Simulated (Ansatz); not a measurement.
Input of an Ansatz 0.2.0 run:

File input.yaml:

```yaml
crystal:
  lattice:
    - [0.0, 2.74607, 2.74607]
    - [2.74607, 0.0, 2.74607]
    - [2.74607, 2.74607, 0.0]
  atoms:
    - { symbol: In, position: [0.0, 0.0, 0.0] }
    - { symbol: Pd, position: [0.5, 0.5, 0.5] }
hamiltonian:
  xc: r2scan
  pseudopotentials: { kind: paw }
  dispersion: d3bj
kpoints:
  mp_grid: { grid: [8, 8, 8] }
scf:
  occupations: { method: fermi_dirac, width: 0.05 }
output:
  forces: true
  stress: true
  eigenvalues: true
  write_density: true
  write_potential: true
  elf: true
  volumetric_format: npy
relax:
  f_tol: 0.01
  max_steps: 40
  cell: { stress_tol: 0.05 }
```

Potentials or basis: Ansatz PAW.

Launch:

```bash
$ ansatz run input.yaml --threads 2 --pin off --max-ram 5632MiB --backend cpu --events-out ev --progress --plain --runs-dir out
```

Question: What does it give for the relaxed cell?

Answer: a = 3.818 Å, b = 3.818 Å, c = 3.818 Å, α = 60.00°, β = 60.00°, γ = 60.00°.

Question: Estimate the space group after relaxing (to 0.05 Å).

Answer: Fm-3m (No. 225).

Question: What does it give for the relaxed volume?

Answer: 19.68 Å³/atom.

Step by step:
```tsv
step	energy change (eV)	largest force (eV/Å)	volume (Å³)
1	0.0000	0.0000	41.42
2	-0.0058	0.0000	37.60
3	-0.0323	0.0000	39.55
4	-0.0327	0.0000	39.37
5	-0.0315	0.0000	39.37
```

Caveat: the plane-wave basis is chosen anew once the cell has moved, so the energies of steps on either side of that aren't comparable; pairwise dispersion overbinds metals, which lowers pressure and volume; the PAW data sets come from PBE, with cores solved anew for the run's functional, which leaves a small shift of forces and pressure; the dispersion damping was fitted for another functional or another form of the correction.
